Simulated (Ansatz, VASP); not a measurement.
# SiC (Moissanite 3C) in two plane-wave programs, part 2 of 2

Aim: how closely do two programs agree when they are given the same cell, functional and k mesh?

VASP 6.6.1 and Ansatz 0.2.0.

So far: The structure; VASP: G0W0 gap, PBE.

## 3. Ansatz: G0W0 gap, PBE

Level of this step: Ansatz beside VASP: Kohn-Sham DFT, plane waves, PBE, G0W0 (Ansatz).

Ansatz runs on its default PAW (the set named soft_2) files.

The same cell, functional and mesh now go to Ansatz, which takes its cutoff from its data sets.

Contents of input.yaml:

```yaml
crystal:
  lattice:
    - [0.0, 2.1569883941, 2.1569883941]
    - [2.1569883941, 0.0, 2.1569883941]
    - [2.1569883941, 2.1569883941, 0.0]
  atoms:
    - { symbol: Si, position: [0.0, 0.0, 0.0] }
    - { symbol: C, position: [0.75, 0.75, 0.75] }
hamiltonian:
  xc: pbe
  pseudopotentials: { kind: paw }
kpoints:
  mp_grid: { grid: [6, 6, 6] }
scf:
  occupations: { method: fixed }
gw:
  n_empty_bands: 84
  ecut_chi: 150.0
  qp_bands: [v2, c2]
  qp_kpoints: band_edges
  screening: { model: contour_deformation }
```

Command:

```sh
> ansatz run input.yaml --threads 4 --pin off --max-ram 9216MiB --backend cpu --events-out ev --progress --plain --runs-dir out
```

Numbers of over 12 decimals in the logs are rounded to 6 here.

The log of the run:

```text
Engine: ansatz 0.2.0, aarch64-unknown-linux-gnu
Pseudopotentials: kind: paw
Pseudopotential: Si, paw, valence charge 4, recommended cutoff 420 eV (normal), Si.paw.azcp
Pseudopotential: C, paw, valence charge 4, recommended cutoff 420 eV (normal), C.paw.azcp
Functional definition: PBE
  parameter kappa = 0.804
  parameter beta = 0.066725
  exchange = pbe_x(kappa = kappa, mu = beta*pi^2/3)
  correlation = pbe_c(beta = beta)
Crystal: 2 atoms, lattice volume = 20.071 Å³
Basis set: ecut = 420 eV, 387 PW (Γ)
Bands: 8, of which v1, the nominal top of the filled ones, is band 4 counted from 1 (3 counted from 0)
Symmetry: 24 space group operations
Space group: F-43m (ITA 216), of the structure as read, at distance tolerance 2.7e-5 Å
k-points: 16 of 216 (time reversal used)
Non-local potential: Si, projectors of the file, l = 0: 2, l = 1: 2, l = 2: 2
Non-local potential: C, projectors of the file, l = 0: 2, l = 1: 2, l = 2: 1
PAW form: soft (Blöchl's): semilocal exchange-correlation on the pseudo side does not see the compensation charge
PAW one-centre angular grid: Si, 110 points (default); XC on 64 Gauss nodes
PAW one-centre angular grid: C, 110 points (default); XC on 64 Gauss nodes
Initial density: superposition of atomic densities (neutral atoms: chi_scale 0, normalization atom), corrected by the library's trained network
Initial wavefunctions: pseudopotential atomic-orbital guess
Functional: x = pbe(κ = 0.804, μ = 0.219515), c = pbe(β = 0.066725)
SCF iter   1: F=—  HF=-887.119571 eV  |F-HF|=—  |Δ(HF+E_count)|=         —  Δρ=1.60e-3  dr2=3.87e-4  ethr=1.77e-3  ⟨swp⟩=4.6  Hψ=900  notcnv=0  defer=24
preconditioner: auto → none  [insulator: Δε(μ)=1.311 eV  Ē_g=14.322 eV  n_scr=0 (ndim 8)  ℏωp=23.4 eV  f_vac=0.000  ε∞_Penn≈3.7]
SCF iter   2: F=—  HF=-887.119699 eV  |F-HF|=—  |Δ(HF+E_count)|=   1.28e-4  Δρ=6.55e-4  dr2=4.06e-5  ethr=4.84e-6  ⟨swp⟩=2.1  Hψ=351  notcnv=0  defer=27
SCF iter   3: F=—  HF=-887.119722 eV  |F-HF|=—  |Δ(HF+E_count)|=   2.32e-5  Δρ=3.32e-4  dr2=4.51e-6  ethr=5.07e-7  ⟨swp⟩=2.8  Hψ=195  notcnv=0  defer=17
SCF iter   4: F=—  HF=-887.119746 eV  |F-HF|=—  |Δ(HF+E_count)|=   2.36e-5  Δρ=4.09e-5  dr2=2.68e-7  ethr=5.64e-8  ⟨swp⟩=2.0  Hψ=196  notcnv=0  defer=27
iter 5 did not close the SCF: its close was put off for the readings that it lacked (scf_convergence_deferred on its scf_iter line)
SCF iter   5: F=-887.119746 eV  HF=-887.119746 eV  |F-HF|=9.16e-10  |Δ(HF+E_count)|=   1.14e-7  Δρ=4.42e-6  dr2=2.55e-9  ethr=3.35e-9  ⟨swp⟩=2.5  Hψ=192  notcnv=0  defer=29
SCF iter   6: F=-887.119746 eV  HF=-887.119746 eV  |F-HF|=5.57e-12  |Δ(HF+E_count)|=   1.86e-9  Δρ=1.97e-7  dr2=3.47e-12  ethr=3.19e-11  ⟨swp⟩=3.5  Hψ=672  notcnv=0
SCF 1 converged in 6 iterations: F = -887.119746 eV  dr2 = 3.47e-12
  greatest PAW one-centre occupation: 0.648 electrons in one spin orbital (limit 2), on the C atom at site 1 (counted from 0), in its partial waves of l = 0
NSCF: frozen V_eff on 16 k-points
G₀W₀ screening: q 1/16
G₀W₀ screening: q 2/16 (q-point 6)
G₀W₀ screening: q 3/16 (q-point 7)
G₀W₀ screening: q 4/16 (q-point 8)
G₀W₀ screening: q 5/16 (q-point 11)
G₀W₀ screening: q 6/16 (q-point 14)
G₀W₀ screening: q 7/16 (q-point 15)
G₀W₀ screening: q 8/16 (q-point 9)
G₀W₀ screening: q 9/16 (q-point 12)
G₀W₀ screening: q 10/16 (q-point 16)
G₀W₀ screening: q 11/16 (q-point 2)
G₀W₀ screening: q 12/16 (q-point 3)
G₀W₀ screening: q 13/16 (q-point 5)
G₀W₀ screening: q 14/16 (q-point 10)
G₀W₀ screening: q 15/16 (q-point 4)
G₀W₀ screening: q 16/16 (q-point 13)
G₀W₀ self-energy: k 1/9
G₀W₀ self-energy: k 2/9
G₀W₀ self-energy: k 3/9
G₀W₀ self-energy: k 4/9
G₀W₀ self-energy: k 5/9
G₀W₀ self-energy: k 6/9
G₀W₀ self-energy: k 7/9
G₀W₀ self-energy: k 8/9
G₀W₀ self-energy: k 9/9
NSCF: frozen V_eff on 1 k-points
NSCF: frozen V_eff on 1 k-points
SCF converged after 6 iterations
Free energy (F): -887.119746 eV
Harris-Foulkes:  -887.119746 eV  (|F-HF|=5.57e-12)
Internal energy: -887.119746 eV  (E = F + TS)
E sigma→0 (E₀):  -887.119746 eV
Fermi energy:    9.875251 eV
--- Per-component energies (eV) ---
  E_band       = 31.212571
  E_kinetic    = 137.471385
  E_local      = -102.635545  (includes V_loc(G=0)·N_el)
  E_nonlocal   = 52.233113
  E_hartree    = 31.806694
  E_xc         = -106.058034
  E_vxc        = -110.091816  (∫ρ·V_xc dr)
  E_paw        = -612.247435  (= ΣΔE_a)
  E_vpaw       = -9.377966  (= ΣTr[D̂ρ^β])
  E_aug_tail   = 0.000014  (compensation charges beyond the density's cutoff)
  E_ewald      = -287.689938
  E_smearing   = -0.000000  (= −TS)
  E_closure    = 0.000000  (closes the sum)
  Σ components = -887.119746   (vs F -887.119746, Δ=0.00e0)
--- Band table (eV; the first three rows and the last of 16) ---
  k-point 0: bands = ["-5.7738", "9.8753", "9.8753", "9.8753", "16.4435", "17.3930", "17.3930", "17.3930"]
  k-point 1: bands = ["-5.2210", "7.4823", "9.5432", "9.5432", "16.4827", "17.9136", "17.9136", "18.5046"]
  k-point 2: bands = ["-3.6525", "3.6027", "9.0255", "9.0255", "15.8248", "17.6689", "17.6689", "20.0033"]
  k-point 15: bands = ["-0.4268", "2.5142", "5.2571", "5.3851", "13.8953", "17.1402", "20.9631", "22.3876"]
--- G₀W₀: contour deformation, 7 samples at zero and on the imaginary axis and 2 off it, 216 q-points, 84 empty bands' worth ---
  eigenvalues of the whole cell's RPA ε∞ on this k-mesh (on a slab, of 1 + 4πα/V) = 7.0794, 7.0794, 7.0794; static W/v taken at q = 0 is 0.141255
  gw.qp_kpoints: band_edges: 9 of 16 stored k-points solved, in 1 pass; an edge of the gap read off the rows below is read off those points alone
    valence top: of the k-points left out ik 7 came nearest to being solved in a further pass, in band 4 (counted from 1, as in the quasiparticle table): it holds the edge there only if its correction is more favourable than any solved in that band by at least 1.162 eV; those differ by 0.220 eV
    conduction bottom: of the k-points left out ik 10 came nearest to being solved in a further pass, in band 5 (counted from 1, as in the quasiparticle table): it holds the edge there only if its correction is more favourable than any solved in that band by at least 1.413 eV; those differ by 0.351 eV
    ik  band        ε_KS         Σx   Σc(E_QP)       V_xc       Z   E_QP_lin       E_QP  E_QP is
     0     3      9.8753   -18.5032     2.0518   -15.8292  0.7913     9.2505     9.2532  root
     0     4      9.8753   -18.5032     2.0518   -15.8292  0.7913     9.2505     9.2532  root
     0     5     16.4435    -9.5390    -5.3820   -15.4230  0.7819    16.9481    16.9455  root
     0     6     17.3930    -8.1384    -5.2396   -13.9846  0.7991    18.0029    17.9996  root
     1     3      9.5432   -18.5374     2.1300   -15.7608  0.7902     8.8936     8.8966  root
     1     4      9.5432   -18.5374     2.1300   -15.7608  0.7902     8.8936     8.8966  root
     1     5     16.4827    -8.7907    -5.1896   -14.5015  0.7950    17.0064    17.0040  root
     1     6     17.9136    -7.9372    -5.4255   -13.9860  0.7938    18.5405    18.5369  root
     2     3      9.0255   -18.6977     2.2920   -15.7192  0.7878     8.3353     8.3389  root
     2     4      9.0255   -18.6977     2.2920   -15.7192  0.7878     8.3353     8.3389  root
     2     5     15.8248    -8.9928    -5.0031   -14.5126  0.8015    16.3436    16.3414  root
     2     6     17.6689    -7.0872    -5.3454   -13.0001  0.7976    18.2391    18.2364  root
     3     3      8.8152   -18.7922     2.3655   -15.7245  0.7867     8.1090     8.1130  root
     3     4      8.8152   -18.7922     2.3655   -15.7245  0.7867     8.1090     8.1130  root
     3     5     15.5776    -9.1463    -4.9453   -14.6086  0.8030    16.0968    16.0947  root
     3     6     17.2219    -6.8387    -5.2155   -12.5896  0.8018    17.7597    17.7572  root
     4     3      8.7475   -18.4345     2.3334   -15.3908  0.7872     8.0331     8.0371  root
     4     4      8.7475   -18.4345     2.3334   -15.3908  0.7872     8.0331     8.0371  root
     4     5     15.5745    -7.8866    -4.9044   -13.2505  0.8059    16.0358    16.0340  root
     4     6     17.4761    -8.4197    -5.4625   -14.4843  0.7859    18.0806    18.0782  root
     6     3      7.0709   -18.7214     2.8168   -15.1061  0.7751     6.2653     6.2724  root
     6     4      8.0974   -18.6635     2.5419   -15.3678  0.7831     7.3387     7.3437  root
     6     5     14.7957    -7.1566    -4.7833   -12.3568  0.8093    15.2140    15.2126  root
     6     6     17.9318    -8.2510    -5.4212   -14.2615  0.7896    18.5244    18.5211  root
[...]
9     3      7.2180   -18.6527     2.8158   -15.0242  0.7769     6.3982     6.4053  root
     9     4      7.2180   -18.6527     2.8158   -15.0242  0.7769     6.3982     6.4053  root
     9     5     12.5320    -7.2089    -4.3151   -11.8110  0.8167    12.8196    12.8191  root
     9     6     15.1978    -7.2530    -4.6871   -12.3817  0.8181    15.6408    15.6395  root
    12     3      6.6274   -18.7696     3.0061   -14.9214  0.7714     5.7768     5.7852  root
    12     4      6.6274   -18.7696     3.0061   -14.9214  0.7714     5.7768     5.7852  root
    12     5     11.1998    -7.2419    -4.0000   -11.4576  0.8192    11.4157    11.4154  root
    12     6     14.3028    -7.4911    -4.5153   -12.4106  0.8219    14.7080    14.7070  root
```

The job ended after 6.5 s (4 threads of Arm Neoverse V2, shared host; peak memory 0.32 GiB).

The column dr2 measures how far the density is from self-consistency, as an energy; F and HF (Harris–Foulkes) agree once it is small.

## 4. Side by side

Known differences besides the potentials themselves: the two programs' PAW sets differ in cores and partial waves; the cutoff is 420 eV in Ansatz and 440 eV in VASP; VASP leaves aspherical gradient terms in its spheres out (LASPH is not set), Ansatz keeps them; Ansatz integrates over frequency by contour deformation, VASP on a grid of NOMEGA points. Total energies have different zeros and are not compared.

Both answers:

```tsv
quantity	Ansatz	VASP	difference
G0W0 gap on the mesh (eV)	2.17	2.14	+0.02
PBE gap under it (eV)	1.32	1.32	+0.01
```

## 5. Outcome

```
difference in G0W0 gap on the mesh (G0W0 gap, PBE) : 0.022 eV
```

In words: The difference in G0W0 gap on the mesh is 0.022 eV (G0W0 gap, PBE), within the 0.15 eV picked in this series as the mark of a large difference. How closely two codes agree says nothing of how well the functional describes the real material.

[Lines on the potential files, build, host, timing and source positions are cut from VASP's logs without a mark.]

[Logs are printed without paths, hosts, clocks, repeated set-up lines and the standing remarks that a program may print on its own settings, such as how far it seeks lower states.]

[Hosts, paths, dates, database ids (printed as entryN), source tags and the programs' standing remarks are cut or masked in the printed files.]
